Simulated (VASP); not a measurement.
# Y (P6_3/mmc) in VASP: a series of runs

One crystal, Y, is run at these levels: PBEsol; tasks: single point.

All numbers are computed with VASP 6.6.1; they aren't measurements. Logs are shortened: lines on timing, memory, paths and dates and some standing lists are left out, and cuts for length are marked.

### Step 1. Starting point

The structure is hexagonal, space group P6_3/mmc (No. 194). The conventional cell has a = 3.647 Å, b = 3.647 Å, c = 5.731 Å, α = 90.00°, β = 90.00°, γ = 120.00°. Y (site symmetry -6m2) has 12 Y at 3.56 to 3.65 Å as nearest neighbours.

### Step 2. Single point, PBEsol

Input file INCAR:

```
SYSTEM = Y
PREC = Accurate ; ENCUT = 400
EDIFF = 1E-6 ; ISMEAR = -1
SIGMA = 0.15 ; LREAL = .FALSE.
LASPH = .TRUE. ; NELM = 100
ALGO = Normal ; ISIF = 2
LWAVE = .FALSE. ; LCHARG = .FALSE.
GGA = PS ; ADDGRID = .FALSE.
```

Input file KPOINTS:

```
regular mesh
0
G
  9 9 5
  0 0 0
```

Input file POSCAR:

```
Y
1.0
    3.6474000000      0.0000000000      0.0000000000
   -1.8237000000      3.1587410578      0.0000000000
    0.0000000000      0.0000000000      5.7306000000
Y
2
Direct
    0.6666666667      0.3333333333      0.7500000000
    0.3333333333      0.6666666667      0.2500000000
```

Potentials or basis: VASP PAW PBE potentials, release 64 (Y_sv).

Run with:

```console
cat potpaw_PBE.64/Y_sv/POTCAR > POTCAR
mpirun -np 1 vasp_std > vasp.out
```

OUTCAR:

```text
SYSTEM = Y
   PREC = Accurate
   ENCUT = 400
   EDIFF = 1E-6
   ISMEAR = -1
   LREAL = .FALSE.
   LASPH = .TRUE.
   NELM = 100
   ISIF = 2
   GGA = PS

 Found     36 irreducible k-points:

 Following reciprocal coordinates:
            Coordinates               Weight
  0.000000  0.000000  0.000000      1.000000
  0.111111 -0.000000  0.000000      6.000000
  0.222222 -0.000000  0.000000      6.000000
  0.333333 -0.000000  0.000000      6.000000
  0.444444 -0.000000  0.000000      6.000000
  0.111111  0.111111  0.000000      6.000000
   k-points           NKPTS =     36   k-points in BZ     NKDIM =     36   number of bands    NBANDS=     15
   number of dos      NEDOS =    301   number of ions     NIONS =      2
   total plane-waves  NPLWV =  23040
   dimension x,y,z NGX =    24 NGY =   24 NGZ =   40
   dimension x,y,z NGXF=    48 NGYF=   48 NGZF=   80
   ions per type =               2
   NGX,Y,Z   is equivalent  to a cutoff of  10.94, 10.94, 11.60 a.u.
   NGXF,Y,Z  is equivalent  to a cutoff of  21.88, 21.88, 23.21 a.u.
 SYSTEM =  Y
   PREC   = accura    normal or accurate (medium, high low for compatibility)
   ISTART =      0    job   : 0-new  1-cont  2-samecut
   ICHARG =      2    charge: 1-file 2-atom 10-const
   ISPIN  =      1    spin polarized calculation?
   LNONCOLLINEAR =      F non collinear calculations
   LSORBIT =      F    spin-orbit coupling
   LASPH  =      T    aspherical Exc in radial PAW
   ENCUT  =  400.0 eV  29.40 Ry    5.42 a.u.   5.95  5.95  9.35*2*pi/ulx,y,z
   NELM   =    100;   NELMIN=  2; NELMDL= -5     # of ELM steps
   EDIFF  = 0.1E-05   stopping-criterion for ELM
   LREAL  =      F    real-space projection
   EDIFFG = 0.1E-04   stopping-criterion for IOM
   NSW    =      0    number of steps for IOM
   IBRION =     -1    ionic relax: 0-MD 1-quasi-New 2-CG
   NFREE  =      0    steps in history (QN), initial steepest desc. (CG)
   ISIF   =      2    stress and relaxation
   ISYM   =      2    0-nonsym 1-usesym 2-fastsym
   POTIM  = 0.5000    time-step for ionic-motion
   TEBEG  =    0.0;   TEEND  =   0.0 temperature during run
   PSTRESS=    0.0 pullay stress
   NELECT =      22.0000    total number of electrons
   NUPDOWN=      -1.0000    fix difference up-down
   EMIN   =  10.00;   EMAX   =-10.00  energy-range for DOS
   EFERMI =   0.00;   METHOD = LEGACY
   ISMEAR =    -1;   SIGMA  =   0.15  broadening in eV -4-tet -1-fermi 0-gaus
   EFERMI_NEDOS =   21; number of points for ismear=-14 and -15
   IALGO  =     38    algorithm
   IMIX   =      4    mixing-type and parameters
     AMIX     =   0.40;   BMIX     =  1.00
     AMIX_MAG =   1.60;   BMIX_MAG =  1.00
  volume/ion in A,a.u.               =      33.01       222.77
  Fermi-wavevector in a.u.,A,eV,Ry     =   1.134967  2.144777 17.526345  1.288150
  Thomas-Fermi vector in A             =   2.271671
   LORBIT       =      0    0 simple, 1 ext, 2 COOP (PROOUT), +10 PAW based schemes
   GGA     = PS    functional components
   LHFCALC =     F    Hartree Fock is set to
   AEXX    =    0.0000 exact exchange contribution
   IVDW    =     0    specifies the selected vdW correction
   LEPSILON=     F    determine dielectric tensor
   LRPA    =     F    only Hartree local field effects (RPA)
 non-spin polarized calculation
  energy-cutoff  :      400.00
  volume of cell :       66.02
 maximum number of plane-waves:      1214
 NGX is ok and might be reduce to    24
   NGX = 11   NGY = 11   NGZ = 19

 number of electron      22.0000001 magnetization

 Free energy of the ion-electron system (eV)
  ---------------------------------------------------
  ext. energy  EPLUGINS =         0.00000000
  ---------------------------------------------------
  free energy    TOTEN  =       -13.74947470 eV

  energy without entropy =      -13.49639489  energy(sigma->0) =      -13.62293480

 E-fermi :   2.8624     XC(G=0):  -9.5131

 val. band max:        2.8337424809   @ k =   0.4444   0.1111   0.4000
 cond. band min:       2.8797830581   @ k =   0.2222   0.1111   0.4000
 fundamental gap:      0.0460405772
 Fermi energy:         2.8624212076

 k-point     1 :       0.0000    0.0000    0.0000
  band No.  band energies     occupation
      1     -39.7420      2.00000
      2     -39.6699      2.00000
      3     -20.0391      2.00000
      4     -19.5605      2.00000
      5     -19.5605      2.00000
      6     -19.4721      2.00000
      7     -19.4721      2.00000
      8     -19.4472      2.00000
      9      -1.8336      2.00000
     10       0.9975      1.99999
     11       3.7358      0.00590
     12       4.6034      0.00002
     13       4.6034      0.00002
     14       4.8848      0.00000
     15       5.2015      0.00000

 k-point     2 :       0.1111   -0.0000    0.0000
  band No.  band energies     occupation
      1     -39.7360      2.00000
      2     -39.6677      2.00000
      3     -20.0175      2.00000
      4     -19.6040      2.00000
      5     -19.5752      2.00000
      6     -19.5177      2.00000
      7     -19.4778      2.00000
      8     -19.4573      2.00000
      9      -1.5736      2.00000
     10       1.2408      1.99996
     11       3.4792      0.03222
     12       4.0705      0.00064
     13       4.8461      0.00000
     14       4.9197      0.00000
     15       5.2727      0.00000
[... 41 lines left out ...]
      3     -19.9238      2.00000
      4     -19.8236      2.00000
      5     -19.8030      2.00000
      6     -19.6733      2.00000
      7     -19.5882      2.00000
      8     -19.5272      2.00000
      9       1.0021      1.99999
     10       1.7713      1.99861
     11       2.0905      1.98842
     12       2.7920      1.23036
     13       4.2630      0.00018
     14       4.3516      0.00010
     15       4.8304      0.00000

 k-point     6 :       0.1111    0.1111    0.0000
  band No.  band energies     occupation
      1     -39.7252      2.00000
      2     -39.6643      2.00000
      3     -19.9769      2.00000
      4     -19.6685      2.00000
      5     -19.6342      2.00000
      6     -19.5664      2.00000
      7     -19.4973      2.00000
      8     -19.4778      2.00000
      9      -1.0821      2.00000
     10       1.6661      1.99931
     11       3.0911      0.35766
     12       3.5214      0.02442
     13       4.5544      0.00003
     14       4.8208      0.00000
     15       5.2122      0.00000

 [... further k-points ...]

------------------------ aborting loop because EDIFF is reached ----------------------------------------

  FORCE on cell =-STRESS in cart. coord.  units (eV):
  Direction    XX          YY          ZZ          XY          YZ          ZX
  --------------------------------------------------------------------------------------
  -------------------------------------------------------------------------------------
  Total       -0.8017911     -0.8017911     -0.8509803      0.0000000      0.0000000      0.0000000
  in kB      -19.4569287    -19.4569287    -20.6505960      0.0000000      0.0000000      0.0000000
  external PRESSURE =     -19.8548178 kB  Pullay stress =       0.0000000 kB

 VOLUME and BASIS-vectors are now :
 -----------------------------------------------------------------------------
  energy-cutoff  :      400.00
  volume of cell :       66.02
      direct lattice vectors                 reciprocal lattice vectors
     3.647400000  0.000000000  0.000000000     0.274167900  0.158290911  0.000000000
    -1.823700000  3.158741058  0.000000000     0.000000000  0.316581822  0.000000000
     0.000000000  0.000000000  5.730600000     0.000000000  0.000000000  0.174501797

 POSITION                                       TOTAL-FORCE (eV/Angst)
 -----------------------------------------------------------------------------------
      1.82370      1.05291      4.29795         0.000000      0.000000      0.000000
     -0.00000      2.10583      1.43265        -0.000000     -0.000000      0.000000
 -----------------------------------------------------------------------------------
    total drift:                               -0.000000      0.000000     -0.000000

  FREE ENERGIE OF THE ION-ELECTRON SYSTEM (eV)
  ---------------------------------------------------
  free  energy   TOTEN  =       -13.7494747022 eV

  energy  without entropy=      -13.4963948900  energy(sigma->0) =      -13.62293480
```

stdout:

```text
POSCAR found type information on POSCAR Y
 POSCAR found :  1 types and       2 ions
 scaLAPACK will be used
 -----------------------------------------------------------------------------
|                                                                             |
|                                                                             |
|     You enforced a specific xc type in the INCAR file but a different       |
|     I HOPE YOU KNOW WHAT YOU ARE DOING!                                     |
|                                                                             |
 -----------------------------------------------------------------------------

 LDA part: xc-table for (Slater+PW92), standard interpolation
 POSCAR, INCAR and KPOINTS ok, starting setup
 FFT: planning ... GRIDC
 FFT: planning ... GRID_SOFT
 FFT: planning ... GRID
 WAVECAR not read
 entering main loop
```

Run time: 19 s. Hardware: 1 thread of Intel Xeon Platinum 8488C (Sapphire Rapids), shared host; peak memory 0.17 GiB.

The run converged, but some of its settings lie outside the range that counts as converged, so its numbers aren't taken as properties of the crystal.

What came out:

```
Free energy            : -13.7495 eV
Pressure               : -2.0 GPa
Band gap on the k mesh : none (metal or under the smearing width)
```

Caveat: the PAW data sets were made with another functional, which shifts forces and pressure a little.

(Continued in part 2 of 2.)
